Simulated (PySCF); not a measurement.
# Bi (Im-3m) in PySCF: settings compared

Aim: see how the results for Bi move with the level of theory and the settings. Levels: PBE, PBEsol, r2SCAN, HF, PBE0. Tasks: atomic charges.

All numbers are computed with PySCF 2.14.0; they aren't measurements. Logs are shortened: lines on timing, memory, paths and dates and some standing lists are left out, and cuts for length are marked.

## 1. The crystal as given

The structure is cubic, space group Im-3m (No. 229). The conventional cell has a = 3.963 Å, b = 3.963 Å, c = 3.963 Å, α = 90.00°, β = 90.00°, γ = 90.00°. Bi (site symmetry m-3m) has 8 Bi at 3.43 Å as nearest neighbours.

This isn't the form of Bi at room conditions, which is rhombohedral.

## 2. Atomic charges, PBE

Input file run.py:

```python
import json
import numpy as np
from pyscf.pbc import gto, scf, dft, df

cell = gto.Cell()
cell.basis = 'DZVP-MOLOPT-HYB-GTH-q5'
cell.pseudo = 'GTH-HYB-q5'
cell.fromfile('POSCAR', format='poscar')
cell.ke_cutoff = 50  # hartree
cell.exp_to_discard = 0.02
cell.precision = 1e-08
cell.max_memory = 5040  # MB
cell.verbose = 4
cell.build()

res = {}
kpts = cell.make_kpts([2, 2, 2])
mf = dft.KRKS(cell, kpts, xc='pbe')
mf = mf.density_fit()
mf.with_df._cderi = 'cderi.h5'  # three-centre integrals saved by an earlier run on this cell, basis and mesh
mf.grids = dft.gen_grid.UniformGrids(cell)
mf = mf.smearing(sigma=0.00183747, method='fermi')  # hartree
mf.conv_tol = 1e-07
mf.max_cycle = 60

mf.kernel()
res.update(converged=bool(mf.converged), e_tot=mf.e_tot, nelec=cell.nelectron, nao=cell.nao, mesh=list(map(int, cell.mesh)), a=cell.lattice_vectors().tolist(), coords=cell.atom_coords().tolist(),
           mo_energy=[np.real(x).tolist() for x in mf.mo_energy], mo_occ=[np.real(x).tolist() for x in mf.mo_occ])
res.update(e_free=mf.e_free, e_zero=mf.e_zero)
res.update(kpts=cell.get_scaled_kpts(kpts).tolist())
res['parts'] = {k: float(np.real(v)) for k, v in mf.scf_summary.items() if np.isscalar(v)}
json.dump(res, open('results.json', 'w'))
if not mf.converged:
    raise SystemExit('SCF not converged')

print('levels (eV)')
for i, kp in enumerate(res['kpts'][:40]):
    print('k %7.4f %7.4f %7.4f  ' % tuple(kp), ' '.join('%.3f' % (x * 27.211386) for x in res['mo_energy'][i][:8]))

# Mulliken populations
dm, s = np.asarray(mf.make_rdm1()), np.asarray(mf.get_ovlp())
sites = cell.aoslice_by_atom()[:, 2:]
tot = np.einsum('kij,kji->i', dm, s).real / len(kpts)
res['mulliken'] = [cell.atom_charge(i) - tot[a0:a1].sum() for i, (a0, a1) in enumerate(sites)]
print('Mulliken charges', np.round(res['mulliken'], 5))
res['meta_lowdin'] = mf.mulliken_meta()[1].tolist()
res['done'] = True
json.dump(res, open('results.json', 'w'))
```

Input file POSCAR:

```
Bi
1.0
   -1.9814305318      1.9814305318      1.9814305318
    1.9814305318     -1.9814305318      1.9814305318
    1.9814305318      1.9814305318     -1.9814305318
Bi
1
Direct
    0.0000000000      0.0000000000      0.0000000000
```

Potentials or basis: DZVP-MOLOPT-HYB/GTH-HYB (UZH) (potentials made for PBE0).

Run with:

```bash
OMP_NUM_THREADS=4 python -u run.py > log
```

Output:

```text
pyscf/pbc/gto/cell.py:1403: UserWarning: Electron number 5 and spin 0 are not consistent in cell

  warnings.warn('Electron number %d and spin %d are not consistent '
Discarded 0 diffused primitive functions, 0 contracted functions

******** <class 'pyscf.pbc.scf.smearing.SmearingKRKS'> ********
method = SmearingKRKS
initial guess = minao
damping factor = 0
level_shift factor = 0
DIIS = <class 'pyscf.scf.diis.CDIIS'>
diis_start_cycle = 1
diis_space = 8
diis_damp = 0
SCF conv_tol = 1e-07
SCF conv_tol_grad = None
SCF max_cycles = 60
direct_scf = True
direct_scf_tol = 1e-13

******** PBC SCF flags ********
N kpts = 8
Exchange divergence treatment (exxdiv) = ewald
    madelung (= occupied orbital energy shift) = 0.24298093924951927
    Total energy shift due to Ewald probe charge = -1/2 * Nelec*madelung = -0.607452348124
Smearing method = fermi
DF object = <pyscf.pbc.df.df.GDF object>
XC functionals = pbe
small_rho_cutoff = 0
Uniform grid, mesh = [23 23 23]
Set gradient conv threshold to 0.000316228

******** <class 'pyscf.pbc.df.rsdf_builder._RSNucBuilder'> ********
mesh = [11 11 11] (1331 PWs)
ke_cutoff = 11.73256744584573
omega = 0.4333135623596631
exclude_d_aux = False
exclude_dd_block = True
j2c_eig_always = False
has_long_range = True
nelec by numeric integration = 5.000000000000005
init E= -5.54373204833923
    sigma = 0.00183747  Optimized mu = 0.32427100842  entropy = 1.03972077084
nelec by numeric integration = 5.000000000000005
    Total E(T) = -5.52519001128891  Free energy = -5.52710046701371  E0 = -5.52614523915131
cycle= 1 E= -5.52519001128891  delta_E= 0.0185  |g|= 0.00966  |ddm|= 5.43
    sigma = 0.00183747  Optimized mu = 0.325825677438  entropy = 1.03972077084
nelec by numeric integration = 5.000000000000006
    Total E(T) = -5.52519917563762  Free energy = -5.52710963136241  E0 = -5.52615440350001
cycle= 2 E= -5.52519917563762  delta_E= -9.16e-06  |g|= 0.000232  |ddm|= 0.0824
    sigma = 0.00183747  Optimized mu = 0.325749664125  entropy = 1.03972077084
nelec by numeric integration = 5.000000000000006
    Total E(T) = -5.52519918437212  Free energy = -5.52710964009691  E0 = -5.52615441223451
cycle= 3 E= -5.52519918437212  delta_E= -8.73e-09  |g|= 8.02e-06  |ddm|= 0.00102
    sigma = 0.00183747  Optimized mu = 0.325752632365  entropy = 1.03972077084
nelec by numeric integration = 5.000000000000014
    Total E(T) = -5.52519918438234  Free energy = -5.52710964010714  E0 = -5.52615441224474
Extra cycle  E= -5.52519918438234  delta_E= -1.02e-11  |g|= 3.33e-07  |ddm|= 6.26e-05
converged SCF energy = -5.52519918438234
levels (eV)
k  0.0000  0.0000  0.0000   -6.310 12.429 12.429 12.429 19.242 19.242 19.242 23.537
k  0.0000 -0.0000  0.5000   -3.220 2.035 8.864 10.945 14.689 15.506 25.824 26.465
k  0.0000  0.5000 -0.0000   -3.220 2.035 8.864 10.945 14.689 15.506 25.824 26.465
k  0.0000  0.5000  0.5000   -3.220 2.035 8.864 10.945 14.689 15.506 25.824 26.465
k  0.5000  0.0000 -0.0000   -3.220 2.035 8.864 10.945 14.689 15.506 25.824 26.465
k  0.5000 -0.0000  0.5000   -3.220 2.035 8.864 10.945 14.689 15.506 25.824 26.465
k  0.5000  0.5000 -0.0000   -3.220 2.035 8.864 10.945 14.689 15.506 25.824 26.465
k  0.5000  0.5000  0.5000   -0.971 5.386 5.386 5.386 11.304 11.304 30.719 30.719
Mulliken charges [-0.]
 ** Mulliken pop on meta-lowdin orthogonal AOs **
 ** Mulliken pop  **
pop of  0 Bi 6s           1.99541
pop of  0 Bi 7s           0.00039
pop of  0 Bi 6px          0.50600
pop of  0 Bi 6py          0.50600
pop of  0 Bi 6pz          0.91259
pop of  0 Bi 7px          0.32638
pop of  0 Bi 7py          0.32638
pop of  0 Bi 7pz          0.42264
pop of  0 Bi 6dxy         0.00109
pop of  0 Bi 6dyz         0.00047
pop of  0 Bi 6dz^2        0.00109
pop of  0 Bi 6dxz         0.00109
pop of  0 Bi 6dx2-y2      0.00047
 ** Mulliken atomic charges  **
charge of    0Bi =      0.00000
```

Wall time 12 s (4 threads of Intel Xeon, shared host); peak memory 0.2 GiB.

Results:

```
Free energy            : -150.4003 eV
Band gap on the k mesh : none (metal or under the smearing width)
```

Levels at points of the mesh, in eV from the Fermi level:
| k point | band 1 | band 2 | band 3 | band 4 | band 5 | band 6 | band 7 | band 8 |
| --- | --- | --- | --- | --- | --- | --- | --- | --- |
| (0.00, 0.00, 0.00) | -15.17 | 3.56 | 3.56 | 3.56 | 10.38 | 10.38 | 10.38 | 14.67 |
| (0.00, 0.00, 0.50) | -12.08 | -6.83 | 0.00 | 2.08 | 5.82 | 6.64 | 16.96 | 17.60 |
| (0.00, 0.50, 0.00) | -12.08 | -6.83 | 0.00 | 2.08 | 5.82 | 6.64 | 16.96 | 17.60 |
| (0.00, 0.50, 0.50) | -12.08 | -6.83 | 0.00 | 2.08 | 5.82 | 6.64 | 16.96 | 17.60 |
| (0.50, 0.00, 0.00) | -12.08 | -6.83 | 0.00 | 2.08 | 5.82 | 6.64 | 16.96 | 17.60 |
| (0.50, 0.00, 0.50) | -12.08 | -6.83 | 0.00 | 2.08 | 5.82 | 6.64 | 16.96 | 17.60 |
| (0.50, 0.50, 0.00) | -12.08 | -6.83 | 0.00 | 2.08 | 5.82 | 6.64 | 16.96 | 17.60 |
| (0.50, 0.50, 0.50) | -9.83 | -3.48 | -3.48 | -3.48 | 2.44 | 2.44 | 21.85 | 21.85 |

Caveat: the k mesh is coarse (spacing up to 1.12 Å⁻¹), so the values aren't converged; spin-orbit coupling is left out, which moves the levels of the heavy elements; the basis of atomic orbitals isn't converged, which shifts pressures, moduli and gaps.

## 3. Atomic charges, PBEsol

Changes to run.py since step 2:

```diff
@@ -17,3 +17,3 @@
 kpts = cell.make_kpts([2, 2, 2])
-mf = dft.KRKS(cell, kpts, xc='pbe')
+mf = dft.KRKS(cell, kpts, xc='pbesol')
 mf = mf.density_fit()
```

POSCAR is that of step 2.

Potentials or basis: DZVP-MOLOPT-HYB/GTH-HYB (UZH) (potentials made for PBE0).

Run with:

```bash
OMP_NUM_THREADS=4 python -u run.py > log
```

It took 10 s on 4 threads of Intel Xeon, shared host; peak memory 0.21 GiB.

Results (log left out):

```yaml
Free_energy: -150.1407 eV
Band_gap_on_the_k_mesh: none (metal or under the smearing width)
```

Levels at points of the mesh, in eV from the Fermi level:
| k point | band 1 | band 2 | band 3 | band 4 | band 5 |
| --- | --- | --- | --- | --- | --- |
| (0.00, 0.00, 0.00) | -15.21 | 3.60 | 3.60 | 3.60 | 10.34 |
| (0.00, 0.00, 0.50) | -12.07 | -6.93 | 0.00 | 2.04 | 5.70 |
| (0.00, 0.50, 0.00) | -12.07 | -6.93 | 0.00 | 2.04 | 5.70 |
| (0.00, 0.50, 0.50) | -12.07 | -6.93 | 0.00 | 2.04 | 5.70 |
| (0.50, 0.00, 0.00) | -12.07 | -6.93 | 0.00 | 2.04 | 5.70 |
| (0.50, 0.00, 0.50) | -12.07 | -6.93 | 0.00 | 2.04 | 5.70 |
| (0.50, 0.50, 0.00) | -12.07 | -6.93 | 0.00 | 2.04 | 5.70 |
| (0.50, 0.50, 0.50) | -9.80 | -3.52 | -3.52 | -3.52 | 2.27 |

Caveat: the k mesh is coarse (spacing up to 1.12 Å⁻¹), so the values aren't converged; spin-orbit coupling is left out, which moves the levels of the heavy elements; the basis of atomic orbitals isn't converged, which shifts pressures, moduli and gaps.

## 4. Atomic charges, r2SCAN

Changes to run.py since step 3:

```diff
@@ -17,3 +17,3 @@
 kpts = cell.make_kpts([2, 2, 2])
-mf = dft.KRKS(cell, kpts, xc='pbesol')
+mf = dft.KRKS(cell, kpts, xc='r2scan')
 mf = mf.density_fit()
```

POSCAR is that of step 3.

Run with:

```bash
OMP_NUM_THREADS=4 python -u run.py > log
```

Wall time 10 s (4 threads of Intel Xeon, shared host); peak memory 0.21 GiB.

Results (log left out):

```
Free energy            : -150.2371 eV
Band gap on the k mesh : none (metal or under the smearing width)
```

Levels at points of the mesh, in eV from the Fermi level:
```
           k point  band 1  band 2  band 3  band 4  band 5  band 6  band 7  band 8
(0.00, 0.00, 0.00)  -15.78    3.82    3.82    3.82   10.84   10.84   10.84   15.57
(0.00, 0.00, 0.50)  -12.50   -7.03    0.00    2.37    6.38    6.98   17.88   18.45
(0.00, 0.50, 0.00)  -12.50   -7.03    0.00    2.37    6.38    6.98   17.88   18.45
(0.00, 0.50, 0.50)  -12.50   -7.03    0.00    2.37    6.38    6.98   17.88   18.45
(0.50, 0.00, 0.00)  -12.50   -7.03    0.00    2.37    6.38    6.98   17.88   18.45
(0.50, 0.00, 0.50)  -12.50   -7.03    0.00    2.37    6.38    6.98   17.88   18.45
(0.50, 0.50, 0.00)  -12.50   -7.03    0.00    2.37    6.38    6.98   17.88   18.45
(0.50, 0.50, 0.50)  -10.04   -3.66   -3.66   -3.66    2.85    2.85   23.09   23.09
```

Caveat: the k mesh is coarse (spacing up to 1.12 Å⁻¹), so the values aren't converged; meta-GGAs need a finer uniform grid than this; spin-orbit coupling is left out, which moves the levels of the heavy elements; the basis of atomic orbitals isn't converged, which shifts pressures, moduli and gaps.

## 5. Atomic charges, HF

Changes to run.py since step 4:

```diff
@@ -17,6 +17,5 @@
 kpts = cell.make_kpts([2, 2, 2])
-mf = dft.KRKS(cell, kpts, xc='r2scan')
+mf = scf.KRHF(cell, kpts, exxdiv='ewald')
 mf = mf.density_fit()
 mf.with_df._cderi = 'cderi.h5'  # three-centre integrals saved by an earlier run on this cell, basis and mesh
-mf.grids = dft.gen_grid.UniformGrids(cell)
 mf = mf.smearing(sigma=0.00183747, method='fermi')  # hartree
```

POSCAR is that of step 4.

Run with:

```bash
OMP_NUM_THREADS=4 python -u run.py > log
```

Wall time 14 s (4 threads of Intel Xeon, shared host); peak memory 0.15 GiB.

The run converged, but a check on its numbers failed (symmetry, net force, bounds or a known fault of this set-up), so they aren't taken as properties of the crystal.

Caveat: the k mesh is coarse (spacing up to 1.12 Å⁻¹), so the values aren't converged, least of all with exact exchange; on so small a mesh gaps with full-range exact exchange can be off by tenths of an eV to over 1 eV; spin-orbit coupling is left out, which moves the levels of the heavy elements; the basis of atomic orbitals isn't converged, which shifts pressures, moduli and gaps.

## 6. Atomic charges, PBE0

Changes to run.py since step 5:

```diff
@@ -17,5 +17,6 @@
 kpts = cell.make_kpts([2, 2, 2])
-mf = scf.KRHF(cell, kpts, exxdiv='ewald')
+mf = dft.KRKS(cell, kpts, xc='pbe0', exxdiv='ewald')
 mf = mf.density_fit()
 mf.with_df._cderi = 'cderi.h5'  # three-centre integrals saved by an earlier run on this cell, basis and mesh
+mf.grids = dft.gen_grid.UniformGrids(cell)
 mf = mf.smearing(sigma=0.00183747, method='fermi')  # hartree
```

POSCAR is that of step 5.

Potentials or basis: DZVP-MOLOPT-HYB/GTH-HYB (UZH) (potentials made for PBE0).

Run with:

```bash
OMP_NUM_THREADS=4 python -u run.py > log
```

It took 18 s on 4 threads of Intel Xeon, shared host; peak memory 0.21 GiB.

The run converged, but a check on its numbers failed (symmetry, net force, bounds or a known fault of this set-up), so they aren't taken as properties of the crystal.

Caveat: the k mesh is coarse (spacing up to 1.12 Å⁻¹), so the values aren't converged, least of all with exact exchange; on so small a mesh gaps with full-range exact exchange can be off by tenths of an eV to over 1 eV; spin-orbit coupling is left out, which moves the levels of the heavy elements; the basis of atomic orbitals isn't converged, which shifts pressures, moduli and gaps.

## 7. The runs side by side

```tsv
level	gap on the mesh (eV)
PBE	none
PBEsol	none
r2SCAN	none
```

Alike in all rows: task atomic charges; potentials or basis DZVP-MOLOPT-HYB/GTH-HYB (UZH) (potentials made for PBE0); no spin polarisation; cell as given; k mesh 2 × 2 × 2; smearing fermi-dirac 0.05 eV; the mesh is coarse, so values aren't converged.

Caveats: all runs use coarse meshes; spin-orbit coupling is left out, which moves the levels of the heavy elements; the basis of atomic orbitals isn't converged, which shifts pressures, moduli and gaps; meta-GGAs need a finer uniform grid than this (some runs).

Total energies depend on the potentials used, so only differences within one code and one set of settings carry meaning.
